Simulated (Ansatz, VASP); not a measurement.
## One calculation of MgO, two programs

```
Mg O
1.0
     0.00000    2.25165    2.25165
     2.25165    0.00000    2.25165
     2.25165    2.25165    0.00000
Mg O
1 1
Cartesian
  0.0000 0.0000 0.0000
  1.1258 1.1258 1.1258
```

Change from the starting cell: hydrostatic strain -1.3%.

Alike in both runs: task single point; functional HSE06; k mesh 6 × 6 × 6; no spin polarisation.

|  | VASP | Ansatz |
| --- | --- | --- |
| version | VASP 6.6.1 | Ansatz 0.2.0 |
| potentials or method | VASP PAW PBE potentials, release 64 (Mg, O) | plane waves, PAW |
| plane-wave cutoff (eV) | 520 | 420 |
| occupations | gaussian, width 0.01 eV | fixed |
| valence electrons in the cell | 8 | 16 |

|  | VASP | Ansatz | Ansatz less VASP |
| --- | --- | --- | --- |
| gap on the k mesh at the Fermi level (eV) | 5.50 | 5.53 | +0.027 |
| pressure (GPa) | 5.5 | 5.5 | -0.01 |

The two sets of potentials don't hold the same shells in valence. Ansatz warned: «stress_exchange_threshold_loose».

Caveats: the PAW data sets were made with another functional, which shifts forces and pressure a little (VASP).
